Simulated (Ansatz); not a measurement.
Crystal: Al2O3.

```xyz
10
Lattice="4.6138 0.0000 0.0000 0.0000 9.5633 0.0000 0.0000 0.0000 3.1199" Properties=species:S:1:pos:R:3 pbc="T T T"
Al    4.5352    7.8856    0.0000
Al    0.0785    1.6777    0.0000
Al    2.2283    6.4593    1.5599
Al    2.3854    3.1040    1.5599
O     2.3069    4.7816    1.5599
O     0.5704    7.2016    1.5599
O     1.7365    2.4200    0.0000
O     2.8773    7.1433    0.0000
O     0.0000    0.0000    0.0000
O     4.0434    2.3617    1.5599
```

Measurements of this composition are mostly on another form, of space group No. 167.

Base run:

```yaml
Program: Ansatz 0.2.0
Functional: LDA
Potentials_or_basis: Ansatz PAW
Cutoff: "420 eV (not typed: the program's choice for these potentials)"
k_mesh: 6 × 3 × 9
Occupations: fermi-dirac, width 0.05 eV
Spin: no spin polarisation
```

Its results: band gap on the k mesh 3.36 eV, direct; pressure -6.5 GPa; largest force 0.203 eV/Å.

**Question.** After a change of settings the same cell gave: band gap on the k mesh 4.12 eV, direct; pressure -4.1 GPa; largest force 0.209 eV/Å. Which change was it?
A. functional from LDA to PBE; cutoff from 420 eV (not typed: the program's choice for these potentials) to 250 eV
B. functional from LDA to PBE; k mesh from 6 × 3 × 9 to 3 × 2 × 4
C. functional from LDA to PBE; k mesh from 6 × 3 × 9 to 5 × 3 × 7
D. functional from LDA to r2SCAN; cutoff from 420 eV (not typed: the program's choice for these potentials) to 500 eV (not typed: the program's choice for these potentials)

**Answer.** D.

r2SCAN gives the wider gap, since meta-GGAs in the generalised Kohn-Sham scheme recover part of the derivative discontinuity.

Caveats: the PAW data sets come from PBE, with cores solved anew for the run's functional, which leaves a small shift of forces and pressure.
